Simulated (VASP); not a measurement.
Write the native input for VASP 6.6.1 that does the following.

| Quantity | Value |
| --- | --- |
| Task | relaxation of cell and atoms |
| Functional | PBEsol |
| Potentials or basis | VASP PAW PBE potentials, release 64 (Zn, O) |
| Cutoff | 600 eV |
| k mesh | 9 × 9 × 5 |
| Occupations | gaussian, width 0.03 eV |
| Spin | no spin polarisation |
| Further INCAR settings | ALGO = Normal; EDIFF = 1e-07; IBRION = 2; EDIFFG = -0.005; NSW = 90; ISIF = 3 |

The structure of ZnO (zincite) lies in POSCAR:

```
ZnO                                     
1.0
    3.2361380791     -0.0000000000      0.0000000000
   -1.6180690396      2.8025777866     -0.0000000000
    0.0000000000     -0.0000000000      5.2217173854
  Zn              O             
     2     2
Direct
     0.3333333332999970    0.6666666667000030    0.4999792806558825
     0.6666666667000030    0.3333333332999970    0.9999792806558825
     0.6666666667000030    0.3333333332999970    0.3790307193441184
     0.3333333332999970    0.6666666667000030    0.8790307193441185
```

The input as run:

INCAR

```
  PREC = Accurate
  ENCUT = 600
  EDIFF = 1E-7
  ISMEAR = 0
  SIGMA = 0.03
  LREAL = False
  LASPH = True
  NELM = 80
  ALGO = Normal
  ISIF = 3
  LWAVE = False
  LCHARG = False
  GGA = PS
  IBRION = 2
  NSW = 90
  EDIFFG = -0.005
  KPAR = 4
```

KPOINTS

```
regular mesh
0
Gamma
  9 9 5
```

Potentials or basis: VASP PAW PBE potentials, release 64 (Zn, O).

Run with:

```bash
$ cat potpaw_PBE.64/Zn/POTCAR potpaw_PBE.64/O/POTCAR > POTCAR
$ mpirun -np 4 vasp_std > vasp.out
```

Results of the run:

| Quantity | Value |
| --- | --- |
| Relaxed volume | 11.85 Å³/atom |
| Relaxed cell | a = 3.237 Å, b = 3.237 Å, c = 5.224 Å, α = 90.00°, β = 90.00°, γ = 120.00° |
| Space group after relaxing (to 0.05 Å) | P6_3mc (No. 186) |
| Energy gained by relaxing | 0.0 meV/atom |
| Ionic steps | 2 |
| Pressure after relaxing | -0.1 GPa |
| Band gap on the k mesh | 0.68 eV, direct |

Caveat: the PAW data sets were made with another functional, which shifts forces and pressure a little.

It took 13 s on 4 MPI ranks on Intel(R) Xeon(R) Platinum 8559C (Emerald Rapids), with other jobs on the host, peak memory 0.19 GiB a rank.
